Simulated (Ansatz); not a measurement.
## Pb in Ansatz: the effect of functional

The system is Pb.

```xyz
2
Lattice="0.0000 3.4159 3.4159 3.4159 0.0000 3.4159 3.4159 3.4159 0.0000" Properties=species:S:1:pos:R:3 pbc="T T T"
Pb    1.7080    1.7080    1.7080
Pb    0.0000    0.0000    0.0000
```

This isn't the form of Pb at room conditions, which is fcc.

The cell isn't the ideal one: volume scaled by 0.98.

Alike in all runs:

```yaml
Program: Ansatz 0.2.0
Task: single point
Potentials_or_basis: Ansatz PAW
k_mesh: 7 × 7 × 7
Occupations: fermi-dirac, width 0.05 eV
Spin: no spin polarisation
```

| functional | cutoff | pressure (GPa) |
| --- | --- | --- |
| LDA | 420 eV (not typed: the program's choice for these potentials) | -0.1 |
| PBEsol | 420 eV (not typed: the program's choice for these potentials) | 1.1 |
| r2SCAN | 500 eV (not typed: the program's choice for these potentials) | ? |

**Question.** What does the run with functional r2SCAN give?

**Answer.** Pressure 1.8 GPa.

Caveats: the PAW data sets come from PBE, with cores solved anew for the run's functional, which leaves a small shift of forces and pressure.

Runs at the PBE level aren't shown here.
